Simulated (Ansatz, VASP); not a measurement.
**Two plane-wave programs on H6C2O**

```
CELL_PARAMETERS angstrom
7.52907 0.00000 0.00000
0.00000 7.52907 0.00000
0.00000 0.00000 7.52907
ATOMIC_POSITIONS crystal
C 0.78069 0.90829 0.78032
C 0.91684 0.04128 0.72025
C 0.00146 0.30297 0.29001
C 0.85555 0.28486 0.15357
C 0.27425 0.64596 0.02818
C 0.37937 0.56699 0.18075
C 0.54512 0.39078 0.61305
C 0.65000 0.47499 0.76136
O 0.07457 0.01212 0.82374
O 0.69823 0.22294 0.24189
O 0.55744 0.63141 0.16966
O 0.83510 0.47273 0.71373
H 0.16404 0.09510 0.78308
H 0.94461 0.02129 0.57763
H 0.86881 0.17875 0.73647
H 0.65673 0.92178 0.70472
H 0.83419 0.77587 0.75387
H 0.75039 0.91888 0.92299
H 0.60655 0.20590 0.15262
H 0.82904 0.41503 0.09135
H 0.89589 0.19179 0.04824
H 0.12269 0.34820 0.22456
H 0.96552 0.39897 0.39382
H 0.02923 0.17448 0.35257
H 0.62633 0.56904 0.26022
H 0.31869 0.60360 0.30935
H 0.37816 0.41977 0.17459
H 0.13502 0.60386 0.03422
H 0.27660 0.79131 0.03324
H 0.32997 0.60358 0.90030
H 0.90274 0.52843 0.80868
H 0.60457 0.61177 0.78192
H 0.62831 0.40602 0.88821
H 0.40258 0.39905 0.64170
H 0.56972 0.46301 0.48903
H 0.58306 0.25192 0.59088
```

Alike in both runs: functional PBE; dispersion D3(BJ); k mesh 1 × 1 × 1; occupations fermi-dirac, width 0.02 eV; no spin polarisation.

Ansatz relaxed the structure, and its values are those at the end. VASP's run is a single point on that final structure, the one shown.

```csv
,VASP,Ansatz
version,VASP 6.6.1,Ansatz 0.2.0
potentials or method,"VASP PAW PBE potentials, release 64 (C, O, H)","scalar-relativistic, plane waves, PAW"
plane-wave cutoff (eV),520,420
valence electrons in the cell,80,80
```

Ansatz gave:

- rms of the force components (eV/Å): 0.064
- dispersion energy (meV/atom): -35.1

Question: What did VASP give for the same quantities?

Answer: rms of the force components (eV/Å): 0.072; dispersion energy (meV/atom): -35.1.

The functional is the same, so the differences come from potentials, cutoffs and numerics.
